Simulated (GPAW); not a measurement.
Crystal: ZrSe2.

```xyz
3
Lattice="3.7980 0.0000 0.0000 -1.8990 3.2892 0.0000 0.0000 0.0000 6.1920" Properties=species:S:1:pos:R:3 pbc="T T T"
Zr    0.0000    0.0000    0.0000
Se    1.8990    1.0964    4.6440
Se    0.0000    2.1928    1.5480
```

Base run:

- Program: GPAW 26.7.0
- Functional: PBE
- Potentials or basis: GPAW PAW data sets (gpaw-data 1.2.1)
- Cutoff: 400 eV
- Basis: pw
- k mesh: 7 × 7 × 4
- Occupations: fermi-dirac, width 0.001 eV
- Spin: no spin polarisation
- Hubbard terms: Zr d U = 6.0 eV

Its results: band gap on the k mesh 1.37 eV, indirect (least direct gap 2.25 eV); electronic dielectric tensor (diagonal) 8.42, 8.42, 4.96.

After a change of settings the same cell gave: band gap on the k mesh 0.72 eV, indirect (least direct gap 1.44 eV); electronic dielectric tensor (diagonal) 11.44, 11.44, 5.72. Which change was it?
A. hubbard terms from Zr d U = 6.0 eV to Zr d U = 2.0 eV
B. hubbard terms from Zr d U = 6.0 eV to none
C. hubbard terms from Zr d U = 6.0 eV to Zr d U = 4.0 eV

A.

Caveats: the long-wavelength limit can be off by several per cent where d states take part; response on these states lacks terms of the Hamiltonian; an odd mesh through Γ misses points on the zone boundary, where band edges often lie.
